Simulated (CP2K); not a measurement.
Runs of CP2K 2026.2 on Zr. It takes space group P6_3/mmc (No. 194, hexagonal). Conventional cell: a = 3.232 Å, b = 3.232 Å, c = 5.147 Å, α = 90.00°, β = 90.00°, γ = 120.00°. Zr (site symmetry -6m2) has 12 Zr at 3.18 to 3.23 Å as nearest neighbours. 

| task | level | potentials or basis | smearing | EPS_DEFAULT | NGRIDS | basis sets | potentials | points a segment of the path (NPOINTS) | gap on the mesh (eV) | pressure (GPa) |
| --- | --- | --- | --- | --- | --- | --- | --- | --- | --- | --- |
| band structure | LDA | GTH_POTENTIALS Zr GTH-PADE-q12; TZVP-MOLOPT-PBE-GTH basis | fermi-dirac 0.05 eV | 1.0E-9 | 5 | Zr TZVP-MOLOPT-PBE-GTH-q12 | Zr GTH-PADE-q12 of GTH_POTENTIALS | 10 | none | -6.4 |
| band structure | LDA | GTH_POTENTIALS Zr GTH-PADE-q12; TZVP-MOLOPT-PBE-GTH basis | fermi-dirac 0.01 eV | 1.0E-9 | 5 | Zr TZVP-MOLOPT-PBE-GTH-q12 | Zr GTH-PADE-q12 of GTH_POTENTIALS | 10 | none | -6.3 |
| band structure | PBEsol | POTENTIAL_UZH Zr GTH-PBE-q12; TZVP-MOLOPT-PBE-GTH basis | fermi-dirac 0.01 eV | 1.0E-10 | 4 | Zr TZVP-MOLOPT-PBE-GTH-q12 | Zr GTH-PBE-q12 of POTENTIAL_UZH | 8 | none | -2.4 |
| band structure | TB-mBJ | POTENTIAL_UZH Zr GTH-PBE-q12; TZVP-MOLOPT-PBE-GTH basis | fermi-dirac 0.05 eV | 1.0E-9 | 5 | Zr TZVP-MOLOPT-PBE-GTH-q12 | Zr GTH-PBE-q12 of POTENTIAL_UZH | 6 | none | - |
| band structure | PBE | POTENTIAL_UZH Zr GTH-PBE-q12; TZVP-MOLOPT-PBE-GTH basis | fermi-dirac 0.01 eV | 1.0E-9 | 4 | Zr TZVP-MOLOPT-PBE-GTH-q12 | Zr GTH-PBE-q12 of POTENTIAL_UZH | 8 | none | 1.3 |
| band structure | r2SCAN | POTENTIAL_UZH Zr GTH-SCAN-q12; TZVP-MOLOPT-SCAN-GTH basis | fermi-dirac 0.1 eV | 1.0E-9 | 5 | Zr TZVP-MOLOPT-SCAN-GTH-q12 | Zr GTH-SCAN-q12 of POTENTIAL_UZH | 8 | none | (a) |
| single point | PBEsol | POTENTIAL_UZH Zr GTH-PBE-q12; TZVP-MOLOPT-PBE-GTH basis | fermi-dirac 0.05 eV | 1.0E-10 | 4 | Zr TZVP-MOLOPT-PBE-GTH-q12 | Zr GTH-PBE-q12 of POTENTIAL_UZH | - | none | -2.4 |

Alike in all rows: no spin polarisation; cell as given; k mesh 9 × 9 × 5.

Question: Estimate the missing entries.

Answer: (a) 2.3.

Caveats: the basis of atomic orbitals isn't converged, which shifts pressures, moduli and gaps; the potentials were made for another functional, which shifts forces and pressure (some runs); this is a model potential without an energy functional, so only levels have meaning (some runs).

A k mesh can miss the band edges, and the runs leave out spin-orbit coupling on Zr.

A gap of «none» marks a metal or a gap under the smearing width.

Not every run made on this cell is shown here.
